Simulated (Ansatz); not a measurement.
# Te: what symmetry allows forces and stress to be

```yaml
crystal:
  lattice:
    - [3.93146, -2.12683, 0.09567]
    - [4.00007, 2.24885, -0.07619]
    - [-0.08264, -0.24055, 6.24848]
  atoms:
    - { symbol: Te, position: [0.68746, 0.71929, 0.66598] }
    - { symbol: Te, position: [0.31254, 0.28071, 0.33402] }
    - { symbol: Te, position: [0.00000, 0.00000, 0.00000] }
```

Method: Ansatz, DFT PBE, scalar-relativistic, plane waves, PAW.

Settings: cutoff 420 eV, Γ-centred mesh 12×12×8 on the computed 3-atom cell, Gaussian smearing of 0.10 eV; no spin polarisation.

This distorted cell has space group P-1, with 2 operations.

Question: Without a calculation: in which directions can each atom feel a force?

Answer: A force must be left unchanged by every operation that keeps its atom in place, so it lies in the space that those operations leave fixed. Atoms that the group maps onto each other feel forces of one size.
```csv
atom,site symmetry,operations at the site,equivalent to atom,allowed force (Cartesian)
Te1,1,1,1,any direction
Te2,1,1,1,any direction
Te3,-1,2,3,none
```

That leaves 3 independent force components of 9. A relaxation in this cell that keeps the symmetry moves the atoms in these directions alone.

Question: And the stress tensor?

Answer: It must be invariant under the point group, which leaves 6 independent components.

Question: Do the computed values obey this?

Answer: Yes. Forces (eV/Å):
```
Te1 -0.121  0.165 -0.081
Te2  0.121 -0.165  0.081
Te3  0.000  0.000  0.000
```

Stress (GPa, compression positive, xx yy zz yz xz xy): -2.34 -1.60 -3.46 1.79 -0.35 -0.70. The program imposes the same operations on density, forces and stress, so this confirms the analysis and is no independent test of the calculation.

This form isn't the element's structure at ambient conditions.